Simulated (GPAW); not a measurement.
Runs of GPAW 26.7.0 on BaTiO3. It takes space group P4mm (No. 99, tetragonal). Conventional cell: a = 4.000 Å, b = 4.000 Å, c = 4.018 Å, α = 90.00°, β = 90.00°, γ = 90.00°. Around Ba (site symmetry 4mm) lie 12 O at 2.79 to 2.88 Å. Ti (site symmetry 4mm) has 6 O at 1.89 to 2.13 Å as nearest neighbours. O (site symmetry 2mm) has 2 Ti at 2.00 Å as nearest neighbours. O (site symmetry 4mm) is surrounded by 2 Ti at 1.89 to 2.13 Å. 

```tsv
task	level	potentials or basis	spin	cell	band path	band points	spin axis theta (degrees)	spin axis phi (degrees)	optimizer	gap on the mesh (eV)	pressure (GPa)	relaxed volume (Å³/atom)	largest force (eV/Å)
band structure	MS2	GPAW PAW data sets (gpaw-data 1.2.1), pw	SOC, no magnetisation	as given	GXMGZRAZ,XR,MA	100	0	0	-	2.14	0.0	-	0.22
relaxation of cell and atoms	RPBE+D3	the program's PAW data sets (release 1.2.1) made for this functional, pw	off	relaxed	-	-	-	-	FIRE	1.83	0.0	(b)	0.02
relaxation of cell and atoms	PW91+D4	PAW data sets generated in the run's folder for this functional, pw	off	relaxed	-	-	-	-	BFGS	1.83	-0.1	13.12	0.02
band structure	BP86	PAW data sets generated in the run's folder for this functional, pw	SOC, no magnetisation	as given	GXMGZRAZ,XR,MA	100	90	45	-	(a)	3.7	-	0.29
```

Alike in all rows: k mesh 4 × 4 × 4; cutoff (eV) 800; smearing fermi-dirac 0.05 eV.

Q: Estimate the missing entries.

A: (a) 1.80; (b) 13.59.

Caveats: spin-orbit coupling was added after a scalar SCF, so levels and gaps hold it while energy, forces, pressure and moments don't (some runs); this program's spin-orbit splittings come out too wide for heavy elements (some runs); later steps reuse the first step's grids (some runs); spin-orbit coupling is left out, which moves the levels of the heavy elements (some runs); the PAW data sets were made with another functional, which shifts forces and pressure a little (some runs).

A k mesh can miss the band edges, and rows without SOC leave out spin-orbit coupling on Ba.

Runs at the PBE level aren't shown here.
